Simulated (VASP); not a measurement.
# From an Ansatz input to VASP: HgS (strained zincblende)

Ansatz input

```yaml
crystal:
  lattice:
    - [0.0, 2.9058825784, 2.9058825784]
    - [2.9058825784, 0.0, 2.9058825784]
    - [2.9058825784, 2.9058825784, 0.0]
  atoms:
    - { symbol: Hg, position: [0.0, 0.0, 0.0] }
    - { symbol: S, position: [0.25, 0.25, 0.25] }
kpoints:
  mp_grid: { grid: [8, 8, 8] }
  band_path:
    path:
      - [0.0, 0.0, 0.0]
      - [-0.5, -0.5, 0.0]
      - [-0.375, -0.375, 0.25]
      - [-0.375, 0.0, 0.375]
      - [0.0, 0.0, 0.5]
      - [-0.5, -0.25, 0.25]
    npoints: 1
hamiltonian:
  xc: pbe
scf:
  occupations: { method: fermi_dirac, width: 0.02 }
  n_extra_bands: 4
output:
  forces: true
  stress: true
  eigenvalues: true
```

Q: Write VASP inputs for this cell and level of theory.

A: 

INCAR

```
EDIFF = 1E-7
LREAL = .FALSE.
ISMEAR = -1
NSW = 0
ENCUT = 520
NELM = 120
LWAVE = .FALSE.
IBRION = -1
ISIF = 2
GGA = PE
PREC = Accurate
NBANDS = 16
SIGMA = 0.02
LASPH = .TRUE.
LCHARG = .FALSE.
```

KPOINTS

```
KPOINTS created by Atomic Simulation Environment
0
Gamma
8 8 8
0 0 0
```

KPOINTS_OPT

```
special points
6
Reciprocal
0.0000000000 0.0000000000 0.0000000000 1
-0.5000000000 -0.5000000000 0.0000000000 1
-0.3750000000 -0.3750000000 0.2500000000 1
-0.3750000000 0.0000000000 0.3750000000 1
0.0000000000 0.0000000000 0.5000000000 1
-0.5000000000 -0.2500000000 0.2500000000 1
```

POSCAR

```
Hg S
 1.0000000000000000
     0.0000000000000000    2.9058825784000000    2.9058825784000000
     2.9058825784000000    0.0000000000000000    2.9058825784000000
     2.9058825784000000    2.9058825784000000    0.0000000000000000
 Hg  S
   1   1
Cartesian
  0.0000000000000000  0.0000000000000000  0.0000000000000000
  1.4529412892000000  1.4529412892000000  1.4529412892000000
```

VASP ran with the recommended PBE PAW datasets (18 valence electrons in the cell). Other inputs would serve too.

```json
{"": "gap between bands v and c", "Ansatz": "0.00 eV", "VASP": "0.00 eV"}
{"": "least direct gap", "Ansatz": "0.00 eV", "VASP": "0.00 eV"}
{"": "pressure", "Ansatz": "5.8 GPa", "VASP": "6.1 GPa"}
```

The two codes use different PAW datasets and cutoffs. VASP's cell holds 18 valence electrons and Ansatz's 26. Ansatz's stress includes a Pulay correction; VASP's doesn't.
